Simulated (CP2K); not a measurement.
Si3N4:

```
CELL_PARAMETERS angstrom
4.13078 0.00000 0.00000
0.00000 4.13078 0.00000
0.00000 0.00000 4.13078
ATOMIC_POSITIONS crystal
Si 0.00000 0.00000 0.50000
Si 0.50000 0.00000 0.00000
Si 0.00000 0.50000 0.00000
N 0.23952 0.23952 0.76048
N 0.76048 0.76048 0.76048
N 0.23952 0.76048 0.23952
N 0.76048 0.23952 0.23952
```

The cell was built by a generator and needn't be a form met in nature.

Base run:

| Item | Value |
| --- | --- |
| Program | CP2K 2026.2 |
| Functional | PBE |
| Potentials or basis | all electrons (GAPW); pob-DZVP-rev2 basis |
| Density cutoff | 6803 eV |
| k mesh | 5 × 5 × 5 |
| Occupations | fermi-dirac, width 0.05 eV |
| Spin | no spin polarisation |

Its results: band gap on the k mesh 2.81 eV, indirect (least direct gap 2.96 eV); pressure 5.3 GPa; largest force 0.439 eV/Å.

**Question.** The run is repeated on the same cell with these changes: potentials or basis from all electrons (GAPW); pob-DZVP-rev2 basis to all electrons (GAPW); pob-TZVP-rev2 basis; basis sets from Si pob-DZVP-rev2, N pob-DZVP-rev2 to Si pob-TZVP-rev2, N pob-TZVP-rev2. What comes out?

**Answer.** Band gap on the k mesh 2.74 eV, indirect (least direct gap 2.90 eV); pressure 7.7 GPa; largest force 0.546 eV/Å.

Caveats: an odd mesh through Γ misses points on the zone boundary, where band edges often lie; the basis of atomic orbitals isn't converged, which shifts pressures, moduli and gaps.
